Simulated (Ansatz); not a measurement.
# Be in Ansatz: convergence with xc grid

The system is Be.

```
CELL_PARAMETERS angstrom
-1.25312 1.25312 1.25312
1.25312 -1.25312 1.25312
1.25312 1.25312 -1.25312
ATOMIC_POSITIONS crystal
Be 0.00000 0.00000 0.00000
```

This isn't the form of Be at room conditions, which is hcp.

* Program: Ansatz 0.2.0
* Task: convergence study
* Functional: PBE
* Potentials or basis: SPMS NC
* Cutoff: 707 eV (not typed: the program's choice for these potentials)
* k mesh: 12 × 12 × 12
* Occupations: fermi-dirac, width 0.1 eV
* Spin: no spin polarisation

These are the settings of the first run; the series varies xc grid, with any setting tied to it.

Hardware: 2 threads of Intel(R) Xeon(R) Processor @ 2.50GHz (Skylake/Cascade Lake) (shared host).

```
xc grid  energy less the tightest run, at zero smearing (meV/atom)  SCF cycles  CPU time (s)  peak memory (GiB)
      1                                                      -0.02           5           1.1               0.24
      2                                                       0.00           5           1.1               0.24
      3                                                       0.00           5           1.1               0.23
      4                                                       0.00           5           1.2               0.23
      5                                                       0.00           5           1.1               0.24
```

Against the tightest run, the energy stays within 1 meV/atom from 1 on. The tightest run that finished is the yardstick and may itself not be fully converged.
